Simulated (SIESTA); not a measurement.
Crystal: GaP.

```xyz
2
Lattice="0.0000 2.7252 2.7252 2.7252 0.0000 2.7252 2.7252 2.7252 0.0000" Properties=species:S:1:pos:R:3 pbc="T T T"
Ga    0.0000    0.0000    0.0000
P     4.0879    4.0879    4.0879
```

Base run:

```yaml
Program: SIESTA 5.4.2
Functional: vdW-DF-cx
Potentials_or_basis: PseudoDojo 0.4 standard (PBE files)
Basis: DZP (energy shift 0.003 Ry; two zetas on semicore shells)
Grid_cutoff: 800 Ry
Energy_shift: 0.003 Ry
k_mesh: 8 × 8 × 8
Occupations: fermi-dirac, width 0.05 eV
Spin: no spin polarisation
```

Its results: band gap on the k mesh 1.58 eV, indirect (least direct gap 1.96 eV); pressure 1.5 GPa.

The run is repeated on the same cell with these changes: functional from vdW-DF-cx to RPBE. What comes out?

Band gap on the k mesh 1.75 eV, indirect (least direct gap 2.19 eV); pressure 5.1 GPa.

Caveats: the potentials were made for another functional, which shifts forces and pressure; the basis of atomic orbitals isn't converged, which shifts pressures, moduli and gaps.

A k mesh can miss the band edges.
